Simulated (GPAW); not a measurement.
# BN (R3m) in GPAW: a series of runs

The runs below take BN through single point, dielectric tensor, with GLLB-SC.

Everything below comes from runs of GPAW 26.7.0. Logs are shortened: lines on timing, memory, paths and dates and some standing lists are left out, and cuts for length are marked. The log counts tension as positive stress, the text compression.

### 1 The structure

Symmetry: R3m, No. 160, trigonal system. The conventional cell has a = 2.502 Å, b = 2.502 Å, c = 10.119 Å, α = 90.00°, β = 90.00°, γ = 120.00°. N (site symmetry 3m) has 3 B at 1.44 Å as nearest neighbours. B (site symmetry 3m) has 3 N at 1.44 Å as nearest neighbours.

The cell is a database's computed one.

### 2 Single point, GLLB-SC

Contents of run.py:

```python
import spglib
from ase import Atoms
from ase.dft.bandgap import bandgap
from ase.io import read, write
from gpaw import GPAW, PW

atoms = read('BN.cif')
cell, positions, numbers = spglib.find_primitive(
    (atoms.cell[:], atoms.get_scaled_positions(), atoms.numbers), symprec=1e-4)
atoms = Atoms(numbers, cell=cell, scaled_positions=positions, pbc=True)

calc = GPAW(mode=PW(650),
            xc='GLLBSC',
            kpts={'size': (10, 10, 10), 'gamma': True},
            occupations={'name': 'fermi-dirac', 'width': 0.05},
            nbands=11,
            convergence={'density': 1e-05, 'energy': 1e-05},
            maxiter=80,
            txt='gpaw.txt')
atoms.calc = calc
energy = atoms.get_potential_energy()
calc.write('gs.gpw')
write('result.traj', atoms)
print('Fermi level:', round(calc.get_fermi_level(), 4), 'eV')
print(f'Gap: {bandgap(calc)[0]:.4f} eV, direct: {bandgap(calc, direct=True)[0]:.4f} eV')
```

Contents of BN.cif:

```cif
data_BN
_cell_length_a 2.50224357
_cell_length_b 2.50224357
_cell_length_c 10.11880321
_cell_angle_alpha 90.00000000
_cell_angle_beta 90.00000000
_cell_angle_gamma 120.00000000
_space_group_name_H-M_alt 'R3m'
_space_group_name_Hall 'R 3 -2"'
_space_group_IT_number 160
loop_
_space_group_symop_operation_xyz
'x,y,z'
'-y,x-y,z'
'-x+y,-x,z'
'-y,-x,z'
'-x+y,y,z'
'x,x-y,z'
'x+2/3,y+1/3,z+1/3'
'-y+2/3,x-y+1/3,z+1/3'
'-x+y+2/3,-x+1/3,z+1/3'
'-y+2/3,-x+1/3,z+1/3'
'-x+y+2/3,y+1/3,z+1/3'
'x+2/3,x-y+1/3,z+1/3'
'x+1/3,y+2/3,z+2/3'
'-y+1/3,x-y+2/3,z+2/3'
'-x+y+1/3,-x+2/3,z+2/3'
'-y+1/3,-x+2/3,z+2/3'
'-x+y+1/3,y+2/3,z+2/3'
'x+1/3,x-y+2/3,z+2/3'
loop_
_atom_site_label
_atom_site_type_symbol
_atom_site_symmetry_multiplicity
_atom_site_Wyckoff_symbol
_atom_site_fract_x
_atom_site_fract_y
_atom_site_fract_z
_atom_site_occupancy
N1 N 3 a 0.6666666667 0.3333333333 0.0005715333 1
B1 B 3 a 0.0000000000 0.0000000000 0.0003288000 1
```

Potentials or basis: the program's PAW data sets (release 1.2.1) made for this functional, pw.

Command:

```bash
> OMP_NUM_THREADS=1 python run.py
```

gpaw.txt:

```text
___ ___ ___ _ _ _
 |   |   |_  | | | |
 | | | | | . | | | |
 |__ |  _|___|_____|  26.7.0
 |___|_|

Input parameters:
  convergence: {density: 1e-05,
                energy: 1e-05}
  kpts: {gamma: True,
         size: (10, 10, 10)}
  maxiter: 80
  mode: {ecut: 650.0,
         name: pw}
  nbands: 11
  occupations: {name: fermi-dirac,
                width: 0.05}
  xc: GLLBSC

System changes: positions, numbers, cell, pbc, initial_charges, initial_magmoms

Initialize ...

species:
  N:
    name:    Nitrogen
    Z:       7.0
    valence: 5
    core:    2
    charge:  0.0  # [|e|]
    compensation charges:
      type: gauss
      rc: 0.18  # [Å]
      lmax: 2
    cutoffs:
      filter: 1.11  # [Å]
      core: 0.96  # [Å]
    projectors
    | kind |    occ | energy [eV] | rcut [Å] |
    |------|--------|-------------|----------|
    |   2s |  2.000 |     -22.351 |    0.603 |
    |   2p |  3.000 |     -10.227 |    0.529 |
    |    s |        |       4.860 |    0.603 |
    |    p |        |      16.985 |    0.529 |
    |    d |        |       0.000 |    0.577 |

    Using partial waves for N as LCAO basis

  B:
    name:    Boron
    Z:       5.0
    valence: 3
    core:    2
    charge:  0.0  # [|e|]
    compensation charges:
      type: gauss
      rc: 0.20  # [Å]
      lmax: 2
    cutoffs:
      filter: 1.14  # [Å]
      core: 1.38  # [Å]
    projectors
    | kind |    occ | energy [eV] | rcut [Å] |
    |------|--------|-------------|----------|
    |   2s |  2.000 |     -10.319 |    0.635 |
    |   2p |  1.000 |      -4.115 |    0.635 |
    |    s |        |      16.892 |    0.635 |
    |    p |        |      23.096 |    0.635 |
    |    d |        |       0.000 |    0.635 |

    Using partial waves for B as LCAO basis

Reference energy: -2141.428329  # eV

Spin-paired calculation

Convergence criteria:
 Maximum [total energy] change in last 3 cyles: 1e-05 eV / valence electron
 Maximum integral of absolute [dens]ity change: 1e-05 electrons / valence electron
 Maximum integral of absolute [eigenst]ate change: 4e-08 eV^2 / valence electron
 Maximum number of scf [iter]ations: 80
 (Square brackets indicate name in SCF output, whereas a 'c' in
 the SCF output indicates the quantity has converged.)

Symmetries present (total): 6

  ( 1  0  0)  ( 1  0  0)  ( 0  1  0)  ( 0  1  0)  ( 0  0  1)  ( 0  0  1)
  ( 0  1  0)  ( 0  0  1)  ( 1  0  0)  ( 0  0  1)  ( 1  0  0)  ( 0  1  0)
  ( 0  0  1)  ( 0  1  0)  ( 0  0  1)  ( 1  0  0)  ( 0  1  0)  ( 1  0  0)

1000 k-points: 10 x 10 x 10 Monkhorst-Pack grid + [1/20,1/20,1/20]
116 k-points in the irreducible part of the Brillouin zone
       k-points in crystal coordinates                weights
   0:     0.00000000    0.00000000    0.00000000          1/1000
   1:     0.10000000    0.00000000   -0.10000000          6/1000
   2:     0.10000000    0.00000000    0.00000000          6/1000
   3:     0.10000000    0.10000000   -0.10000000          6/1000
   4:     0.10000000    0.10000000    0.00000000          6/1000
   5:     0.10000000    0.10000000    0.10000000          2/1000
   6:     0.20000000   -0.10000000   -0.10000000          6/1000
   7:     0.20000000    0.00000000   -0.20000000          6/1000
   8:     0.20000000    0.00000000   -0.10000000         12/1000
   9:     0.20000000    0.00000000    0.00000000          6/1000
          ...
 115:     0.50000000    0.50000000    0.50000000          1/1000

Wave functions: Plane wave expansion
  Cutoff energy: 650.000 eV
  Number of coefficients (min, max): 674, 700
  Pulay-stress correction: 0.000000 eV/Ang^3 (de/decut=0.000000)
  Using FFTW library
  ScaLapack parameters: grid=1x1, blocksize=None
  Wavefunction extrapolation:
    Improved wavefunction reuse through dual PAW basis

Occupation numbers: Fermi-Dirac:
  width: 0.0500  # eV

Eigensolver
   Davidson(niter=2)

Densities:
  Coarse grid: 24*24*24 grid
  Fine grid: 48*48*48 grid
  Total Charge: 0.000000

Density mixing:
  Method: separate
  Backend: msr1
  Linear mixing parameter: 0.05
  old densities: 10
  Width of damping distribution: 1.1
  Damping of long wavelength oscillations: 20

Hamiltonian:
  XC and Coulomb potentials evaluated on a 48*48*48 grid
  Using the GLLBSC Exchange-Correlation functional
  External potential:
    NoExternalPotential

XC parameters: GLLBSC functional being used consists of
  -----------------------------------------------------------------------
  | Weight | Module     | Description                                   |
  -----------------------------------------------------------------------
  |  1.000 | SCREENING  | GGA_X_PBE_SOL with 2 nearest neighbor stencil |
  |  1.000 | RESPONSE   | eps=0.0500 eV                                 |
  |  1.000 | XC         | GGA_C_PBE_SOL with 2 nearest neighbor stencil |
  -----------------------------------------------------------------------

Number of atoms: 2
Number of atomic orbitals: 8
Number of bands in calculation: 11
Number of valence electrons: 8
Bands to converge: occupied

... initialized

Initializing position-dependent things.

Density initialized from atomic densities
Creating initial wave functions:
  8 bands from LCAO basis set
  3 bands from random numbers

       N

       B

Atomic positions and initial magnetic moments

Positions:
   0 N     -0.000000   -0.000000    6.751652    ( 0.0000,  0.0000,  0.0000)
   1 B     -0.000000   -0.000000    0.003327    ( 0.0000,  0.0000,  0.0000)

Unit cell:
           periodic     x           y           z      points  spacing
  1. axis:    yes    1.251122    0.722335    3.372934    24     0.0883
  2. axis:    yes   -1.251122    0.722335    3.372934    24     0.0883
  3. axis:    yes    0.000000   -1.444671    3.372934    24     0.0883

  Lengths:   3.669300   3.669300   3.669300
  Angles:   39.871987  39.871987  39.871987

Effective grid spacing dv^(1/3) = 0.1098

iter:   1   -20.293317
iter:   2   -20.380307   -1.18  -0.62
iter:   3   -18.421113   -0.50  -0.64
iter:   4   -18.197159   -1.45  -0.85
iter:   5   -18.972652   -1.05  -1.20
iter:   6   -18.257768   -1.75  -1.12
iter:   7   -18.200077   -2.74  -1.65
iter:   8   -18.167192   -3.33  -2.00
iter:   9   -18.159113   -3.87  -2.49
iter:  10   -18.164719   -5.40  -2.80
iter:  11   -18.169960   -5.78  -3.03
iter:  12   -18.169404   -7.20  -3.67
iter:  13   -18.170099   -6.96  -3.59
iter:  14   -18.170420   -7.32  -4.06
iter:  15   -18.170427   -8.38c -5.66c
iter:  16   -18.170358c  -9.22c -5.58c

Converged after 16 iterations.

Dipole moment: (0.000000, -0.000000, 1.511636) |e|*Ang

Energy contributions relative to reference atoms: (reference = -2141.428329)

Kinetic:        +20.692818
Potential:      -20.281176
External:        +0.000000
XC:             -18.634504
Entropy (-ST):   +0.000000
Local:           +0.052504
SIC:             +0.000000
--------------------------
Free energy:    -18.170358
Extrapolated:   -18.170358

GLLBSC response reference energy: 1.90321 eV (from HOMO)

Showing only first 2 kpts
 Kpt  Band  Eigenvalues  Occupancy
  0     2      0.91283    2.00000
  0     3      0.91295    2.00000
  0     4      7.74587    0.00000
  0     5     14.55161    0.00000

  1     2     -1.12392    2.00000
  1     3     -0.12103    2.00000
  1     4      8.75482    0.00000
  1     5     13.95348    0.00000

Fermi level: 5.33464

Gap: 5.191 eV
Transition (v -> c):
  (s=0, k=22, n=3, [0.30, 0.00, -0.30]) -> (s=0, k=110, n=4, [0.50, 0.50, 0.00])
Direct/indirect transitions are different
Direct gap: 6.009 eV
Transition at: (s=0, k=57, n=3, [0.40, 0.10, -0.20])
Writing to gs.gpw (mode='')
```

Run time: 55 s. Hardware: 1 thread of Arm Neoverse V1, shared host; peak memory 0.18 GiB.

What came out:

```yaml
Band_gap_on_the_k_mesh_Kohn-Sham_part_alone: 5.19 eV, indirect (least direct gap 6.01 eV)
```

Caveat: a model potential gives levels but no total energy. A k mesh can miss the band edges.

### 3 Dielectric tensor, GLLB-SC

Contents of run.py:

```python
import numpy as np
import spglib
from ase import Atoms
from ase.dft.bandgap import bandgap
from ase.io import read, write
from gpaw import GPAW, PW
from gpaw.response.df import DielectricFunction

atoms = read('BN.cif')
cell, positions, numbers = spglib.find_primitive(
    (atoms.cell[:], atoms.get_scaled_positions(), atoms.numbers), symprec=1e-4)
atoms = Atoms(numbers, cell=cell, scaled_positions=positions, pbc=True)

calc = GPAW(mode=PW(650),
            xc='GLLBSC',
            kpts={'size': (10, 10, 10), 'gamma': True},
            occupations={'name': 'fermi-dirac', 'width': 0.001},
            nbands=11,
            convergence={'density': 1e-06},
            maxiter=150,
            txt='gpaw.txt')
atoms.calc = calc
energy = atoms.get_potential_energy()
calc.write('gs.gpw')
write('result.traj', atoms)
print('Fermi level:', round(calc.get_fermi_level(), 4), 'eV')
print(f'Gap: {bandgap(calc)[0]:.4f} eV, direct: {bandgap(calc, direct=True)[0]:.4f} eV')

for size in [(17, 17, 17), (24, 24, 24)]:
    name = 'x'.join(str(n) for n in size)
    dense = calc.fixed_density(kpts={'size': size, 'gamma': True},
                               nbands=26, convergence={'bands': 20},
                               update_fermi_level=True, txt=f'dense-{name}.txt')
    dense.write(f'{name}.gpw', mode='all')
    df = DielectricFunction(f'{name}.gpw', frequencies=np.array([0.0]), hilbert=False, eta=0.001,
                            ecut=80, nbands=20, intraband=False, txt=f'df-{name}.txt')
    for xc in ['RPA', 'LR0.2', 'LR0.1']:
        for direction in ['x', 'y', 'z', [0, 1, 1], [1, 0, 1], [1, 1, 0]]:
            e0, e = df.get_macroscopic_dielectric_constant(xc=xc, direction=direction)
            print(f'{name} {xc} {direction}: {e0:.4f} without, {e:.4f} with local fields')
```

BN.cif is that of step 2.

Potentials or basis: the program's PAW data sets (release 1.2.1) made for this functional, pw.

Command:

```bash
> OMP_NUM_THREADS=1 python run.py
```

gpaw.txt:

```text
___ ___ ___ _ _ _
 |   |   |_  | | | |
 | | | | | . | | | |
 |__ |  _|___|_____|  26.7.0
 |___|_|

Input parameters:
  convergence: {density: 1e-06}
  kpts: {gamma: True,
         size: (10, 10, 10)}
  maxiter: 150
  mode: {ecut: 650.0,
         name: pw}
  nbands: 11
  occupations: {name: fermi-dirac,
                width: 0.001}
  xc: GLLBSC

System changes: positions, numbers, cell, pbc, initial_charges, initial_magmoms

Initialize ...

species:
  N:
    name:    Nitrogen
    Z:       7.0
    valence: 5
    core:    2
    charge:  0.0  # [|e|]
    compensation charges:
      type: gauss
      rc: 0.18  # [Å]
      lmax: 2
    cutoffs:
      filter: 1.11  # [Å]
      core: 0.96  # [Å]
    projectors
    | kind |    occ | energy [eV] | rcut [Å] |
    |------|--------|-------------|----------|
    |   2s |  2.000 |     -22.351 |    0.603 |
    |   2p |  3.000 |     -10.227 |    0.529 |
[... 139 lines left out ...]
  Angles:   39.871987  39.871987  39.871987

Effective grid spacing dv^(1/3) = 0.1098

iter:   1   -20.293317
iter:   2   -20.380307   -1.18  -0.62
iter:   3   -18.421113   -0.50  -0.64
iter:   4   -18.197159   -1.45  -0.85
iter:   5   -18.972652   -1.05  -1.20
iter:   6   -18.257768   -1.75  -1.12
iter:   7   -18.200077   -2.74  -1.65
iter:   8   -18.167192   -3.33  -2.00
iter:   9   -18.159113   -3.87  -2.49
iter:  10   -18.164719   -5.40  -2.80
iter:  11   -18.169960   -5.78  -3.03
iter:  12   -18.169404   -7.20  -3.67
iter:  13   -18.170099c  -6.96  -3.59
iter:  14   -18.170420c  -7.32  -4.06
iter:  15   -18.170427c  -8.38c -5.66
iter:  16   -18.170358c  -9.22c -5.58
iter:  17   -18.170373c -10.75c -5.51
iter:  18   -18.170385c -10.48c -5.58
iter:  19   -18.170385c -11.64c -7.22c

Converged after 19 iterations.

Dipole moment: (0.000000, -0.000000, 1.511651) |e|*Ang

Energy contributions relative to reference atoms: (reference = -2141.428329)

Kinetic:        +20.692193
Potential:      -20.280653
External:        +0.000000
XC:             -18.634425
Entropy (-ST):   -0.000000
Local:           +0.052500
SIC:             +0.000000
--------------------------
Free energy:    -18.170385
Extrapolated:   -18.170385

GLLBSC response reference energy: 1.90329 eV (from HOMO)

Showing only first 2 kpts
 Kpt  Band  Eigenvalues  Occupancy
  0     2      0.91280    2.00000
  0     3      0.91292    2.00000
  0     4      7.74587    0.00000
  0     5     14.55162    0.00000

  1     2     -1.12395    2.00000
  1     3     -0.12105    2.00000
  1     4      8.75482    0.00000
  1     5     13.95348    0.00000

Fermi level: 3.41464

Gap: 5.191 eV
Transition (v -> c):
  (s=0, k=22, n=3, [0.30, 0.00, -0.30]) -> (s=0, k=110, n=4, [0.50, 0.50, 0.00])
Direct/indirect transitions are different
Direct gap: 6.009 eV
Transition at: (s=0, k=57, n=3, [0.40, 0.10, -0.20])
Writing to gs.gpw (mode='')
```

df-17x17x17.txt:

```text
FrequencyGridDescriptor(from 0.000 to 0.000 eV, 1 points)
FrequencyGridDescriptor(from 0.000 to 0.000 eV, 1 points)

Calculating chi0 body with:
    Ground state adapter containing:
    Number of spins: 1
    Number of kpoints: 4913
    Number of irreducible kpoints: 489
    Number of completely occupied states: 4
    Number of partially occupied states: 4

    Linear response parametrization:
    q_c: [0.0, 0.0, 0.0]
    Number of frequency points: 1
[... 34 lines left out ...]

Integral kind: response function wings

Finished calculating chi0

Calculating LR kernel with alpha = 0.2
Calculating LR kernel with alpha = 0.2
Calculating LR kernel with alpha = 0.2
Calculating LR kernel with alpha = 0.2
Calculating LR kernel with alpha = 0.2
Calculating LR kernel with alpha = 0.2
Calculating LR kernel with alpha = 0.1
Calculating LR kernel with alpha = 0.1
Calculating LR kernel with alpha = 0.1
Calculating LR kernel with alpha = 0.1
Calculating LR kernel with alpha = 0.1
Calculating LR kernel with alpha = 0.1
```

It took 19 min on 1 thread of Arm Neoverse V1, shared host; peak memory 1.1 GiB.

What came out:

- Band gap on the k mesh, Kohn-Sham part alone: 5.19 eV, indirect (least direct gap 6.01 eV)
- Electronic dielectric tensor (diagonal): 3.85, 3.85, 2.27

Electronic dielectric tensor:
```
3.85 0.00 0.00
0.00 3.85 0.00
0.00 0.00 2.27
```

Caveat: a model potential gives levels but no total energy; the long-wavelength limit can be off by a per cent or two; response on these states lacks terms of the Hamiltonian; the program warned that so skewed a cell can give wrong results. A k mesh can miss the band edges.
